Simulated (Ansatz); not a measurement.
Crystal: KF (Carobbiite).

```xyz
2
Lattice="0.0000 2.6719 2.6719 2.6719 0.0000 2.6719 2.6719 2.6719 0.0000" Properties=species:S:1:pos:R:3 pbc="T T T"
K     0.0000    0.0000    0.0000
F     2.6719    2.6719    2.6719
```

Program: Ansatz 0.2.0. Alike in all runs: potentials or basis all-electron LAPW, scalar-relativistic; no spin polarisation; cell as given; k mesh 9 × 9 × 9; basis error allowed 0.001 eV/atom.

Q: Order these runs on this cell by their pressure, lowest first.
A. level RPBE; cutoff (eV) 207; smearing gaussian 0.02 eV
B. level LDA+D4; cutoff (eV) 202; smearing gaussian 0.01 eV
C. level PBE; cutoff (eV) 204; smearing fermi-dirac 0.05 eV
D. level PBEsol; cutoff (eV) 203; smearing fermi-dirac 0.05 eV

A: B (-4.1 GPa), D (-0.7 GPa), C (1.4 GPa), A (4.1 GPa).

Not every run made on this cell is shown here.
